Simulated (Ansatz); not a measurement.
Crystal: Os.

```
Os
1.0
     0.00000    1.94500    1.94500
     1.94500    0.00000    1.94500
     1.94500    1.94500    0.00000
Os
1
Direct
  0.00000 0.00000 0.00000
```

This isn't the form of Os at room conditions, which is hcp.

* Program: Ansatz 0.2.0
* Task: relaxation of cell and atoms
* Functional: m-r2SCAN
* Potentials or basis: Ansatz NC
* Cutoff: 1100 eV (not typed: the program's choice for these potentials)
* k mesh: 12 × 12 × 12
* Occupations: gaussian, width 0.05 eV
* Spin: collinear spin, program default start

At the start: volume 14.72 Å³/atom.

Problem. How do energy, volume and symmetry change on relaxing?

Solution. It ends after 4 steps and the volume is 14.06 Å³/atom (-4.5 %); space group Fm-3m (No. 225, to 0.05 Å); moment 0.00 μB per cell.

The path:
```csv
step,energy change (eV),largest force (eV/Å),volume (Å³)
1,0.0000,0.0000,14.72
2,-0.0354,0.0000,14.18
3,-0.0367,0.0000,14.06
4,-0.0367,0.0000,14.06
```

Final structure:
```xyz
1
Lattice="0.0000 1.9156 1.9156 1.9156 0.0000 1.9156 1.9156 1.9156 0.0000" Properties=species:S:1:pos:R:3 pbc="T T T"
Os    0.0000    0.0000    0.0000
```

Caveat: the magnetic or orbital state may not be the lowest; the plane-wave basis is chosen anew once the cell has moved, so the energies of steps on either side of that aren't comparable; the potentials were made for another functional, which shifts forces and pressure.
